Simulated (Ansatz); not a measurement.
## WC: strain energy, fitted

WC, P-6m2, a = 2.912 Å, c = 2.836 Å. Ansatz: r2SCAN, PAW, 500 eV, Γ-centred 24×24×18 mesh on 2 atoms, Gaussian smearing 0.10 eV; no spin polarisation. Series: strain along c alone, the other axes held, atoms fixed by symmetry; x is the strain in per cent. y is the free energy over the unstrained cell, V0 = 10.415 Å³/atom.

```tsv
x (%)	y (meV/atom)
-4.5	71.54
-3.0	30.57
-1.5	7.29
0.0	0.00
1.5	7.17
3.0	27.58
4.5	?
```

**Question.** Fit y = c2 x² + c3 x³ to the other rows, turn c2 into a modulus, and predict the missing energy.

**Answer.** Least squares on the rows shown. y = 3.2446 x² − 0.062656 x³. In eV per unit strain² c2 is 32.45; this is C33 with relaxed ions (E = ½ C33 V0 ε²): 2 × 32.45 × 160.2 / (10.415) = 998 GPa. The unstrained cell keeps some stress along the strain, worth a slope of 0.10 meV/atom per %, which the form leaves out. At x = 4.5 the fit asked for gives 59.99 meV/atom. The run gave 60.05 meV/atom, so the fit is 0.06 meV/atom too low, within the rms miss on the fitted rows (0.19 meV/atom).

Spin–orbit coupling is left out, which can shift energies with elements as heavy as these.